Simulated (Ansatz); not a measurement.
Structure: a 2-atom cell of CsI started from a crystallographic database, at its r2SCAN minimum. It is cubic, Pm-3m (No. 221); conventional cell a = 4.608 Å, 48.93 Å³ an atom. Around Cs lie 8 I at 3.99 Å; around I lie 8 Cs at 3.99 Å.

```cif
data_structure
_symmetry_space_group_name_H-M 'P 1'
_symmetry_Int_Tables_number 1
_cell_length_a 4.6081
_cell_length_b 4.6081
_cell_length_c 4.6081
_cell_angle_alpha 90.000
_cell_angle_beta 90.000
_cell_angle_gamma 90.000
_cell_volume 97.85
loop_
_atom_site_label
_atom_site_type_symbol
_atom_site_fract_x
_atom_site_fract_y
_atom_site_fract_z
_atom_site_occupancy
Cs1 Cs 0.00000 0.00000 0.00000 1
I1 I 0.50000 0.50000 0.50000 1
```

5 runs of Ansatz on this cell differ in the functional (and in the settings that go with it). Levels are in eV from each run's valence top; v1 is the last filled band, c1 the first empty one.

Run A, mean stress +0.2 GPa (compression positive):
```tsv
point	v2	v1	c1	c2
Γ	-0.10	-0.10	4.79	5.19
X	-0.23	-0.23	6.26	7.41
M	-0.91	0.00	5.22	5.94
```

Run B, mean stress 0.0 GPa (compression positive):
```tsv
point	v2	v1	c1	c2
Γ	-0.09	-0.09	4.52	4.66
X	-0.22	-0.22	5.68	7.04
M	-0.85	0.00	4.77	5.52
```

Run C, mean stress +0.1 GPa (compression positive):
```tsv
point	v2	v1	c1	c2
Γ	-0.10	-0.10	5.85	6.26
X	-0.24	-0.24	7.38	8.50
M	-0.95	0.00	6.29	7.02
```

Run D, mean stress +2.3 GPa (compression positive):
```tsv
point	v2	v1	c1	c2
Γ	-0.11	-0.11	10.84	11.03
X	-0.27	-0.27	12.38	13.61
M	-1.14	0.00	11.11	12.01
```

Run E, mean stress -1.6 GPa (compression positive):
```tsv
point	v2	v1	c1	c2
Γ	-0.09	-0.09	3.44	4.03
X	-0.23	-0.23	5.01	6.12
M	-0.85	0.00	4.01	4.72
```

Task: Match the runs to LDA, r2SCAN, HSE06, DDH-PBE0, Hartree-Fock.

Result: A is HSE06, B is r2SCAN, C is DDH-PBE0, D is Hartree-Fock, E is LDA. In order of the gap: LDA 3.44, r2SCAN 4.52, HSE06 4.79, DDH-PBE0 5.85, Hartree-Fock 10.84 eV.

(Simulation; spin polarisation is off.)

Spin-orbit coupling is left out, which matters wherever the heavy atoms make up the band edges.

The stress of a hybrid is loosely converged in these runs.

The meshes of the hybrids are coarse, so their gaps aren't converged to the digits shown.
